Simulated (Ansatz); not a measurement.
**Na: how the settings move a single-point run**

Question: which choices in the input matter for Na?

Program: Ansatz 0.2.0. Level of theory: reference: DFT, LDA, all-electron LAPW, scalar-relativistic. These are calculated values, not measurements.

**1. The starting structure**

The structure is hexagonal, space group P6_3/mmc (No. 194). Conventional cell: a = 3.767 Å, b = 3.767 Å, c = 6.154 Å, α = 90.00°, β = 90.00°, γ = 120.00°. Na (site symmetry -6m2) has 12 Na at 3.77 Å in its first shell of neighbours.

Structure file:

```cif
data_structure
_symmetry_space_group_name_H-M 'P 1'
_symmetry_Int_Tables_number 1
_cell_length_a 3.7670
_cell_length_b 3.7670
_cell_length_c 6.1540
_cell_angle_alpha 90.000
_cell_angle_beta 90.000
_cell_angle_gamma 120.000
_cell_volume 75.63
loop_
_atom_site_label
_atom_site_type_symbol
_atom_site_fract_x
_atom_site_fract_y
_atom_site_fract_z
_atom_site_occupancy
Na1 Na 0.33333 0.66667 0.25000 1
Na2 Na 0.66667 0.33333 0.75000 1
```

**2. Reference**

The input, input.yaml:

```yaml
crystal:
  lattice:
    - [3.7670009976, 0.0, 0.0]
    - [-1.8835004988, 3.26231856, 0.0]
    - [0.0, 0.0, 6.154]
  atoms:
    - { symbol: Na, position: [0.3333333333, 0.6666666667, 0.25] }
    - { symbol: Na, position: [0.6666666667, 0.3333333333, 0.75] }
kpoints:
  mp_grid: { grid: [11, 11, 6] }
  band_path:
    path:
      - [0.0, 0.0, 0.0]
      - [0.5, 0.0, 0.0]
      - [0.3333333333, 0.3333333333, 0.0]
      - [0.0, 0.0, 0.0]
      - [0.0, 0.0, 0.5]
      - [0.5, 0.0, 0.5]
      - [0.3333333333, 0.3333333333, 0.5]
      - [0.0, 0.0, 0.5]
      - [0.5, 0.0, 0.5]
    npoints: 5
scf:
  occupations: { method: fermi_dirac, width: 0.05 }
hamiltonian:
  xc: lda
  pseudopotentials: { kind: all_electron, lapw: { basis_error: 0.0005 } }
output:
  forces: true
  stress: true
  eigenvalues: true
```

On the command line:

```
$ ansatz run input.yaml --threads 1 --pin off --max-ram 2048MiB --backend cpu --events-out ev --progress --plain --runs-dir out
```

**3. Changed: scf.algorithm direct_min, xc_grid 1**

input.yaml, as its differences from that of step 2:

```diff
@@ -24,2 +24,3 @@
   occupations: { method: fermi_dirac, width: 0.05 }
+  algorithm: direct_min
 hamiltonian:
@@ -31 +32,3 @@
   eigenvalues: true
+basis:
+  xc_grid: 1
```

What does the calculation give? Wanted: for each run, ending; energy change; pressure; gap; force.

**Answer**, as computed:

| run | ending | energy change | pressure (GPa) | gap (eV) | force (eV/Å) | cycles | time |
| --- | --- | --- | --- | --- | --- | --- | --- |
| reference | converged | 0 | -0.9 | 0.00 | 0.00 | 7 | 6.7 s |
| 1: scf.algorithm direct_min, xc_grid 1 | converged | 0.0 meV/atom | -0.9 | 0.00 | 0.00 | 4 | 8.2 s |

Residual by cycle in the longest SCF loop of each run; runs are numbered as in the table. The quantity is the density residual dr2, in eV.

```csv
cycle,reference,run 1
1,0.00251,0.00251
2,0.00128,1.3e-6
3,3.3e-4,2.8e-7
4,1.2e-4,8.0e-10
5,2.1e-6,-
6,1.7e-7,-
7,1.2e-8,-
```

The changed input (solver and numerical grids) leaves the energy the same to the digits printed.
